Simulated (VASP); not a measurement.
Data:

```
CELL_PARAMETERS angstrom
      1.81632    -3.14595     0.00000
      1.81632     3.14595     0.00000
      0.00000     0.00000     3.86620
ATOMIC_POSITIONS crystal
  Li 0.33333 0.66667 0.00000
  Li 0.66667 0.33333 0.00000
  Li 0.00000 0.00000 0.50000
  N  0.00000 0.00000 0.00000
```

Calculation: PBE GGA, VASP's PBE PAW potentials (set 64) (plane waves; VASP 6.6.1). Numerical set-up: 520 eV cut-off, 13×13×10 Γ-centred mesh, Gaussian smearing of 0.010 eV, potentials Li_sv N.

Question: The job: Li3N (alpha), 4 atoms, PBE, optics run with many empty bands, 520 eV, 13×13×10 Γ-centred mesh. Roughly how much core time does it take on a busy server core?

Answer: About 2 core-minutes (one run on a shared machine, a rough figure). It had 126 irreducible k-points, 33 bands, up to 1203 plane waves and 16 electronic steps.

The compound is Li3N in the alpha structure. It was relaxed first.
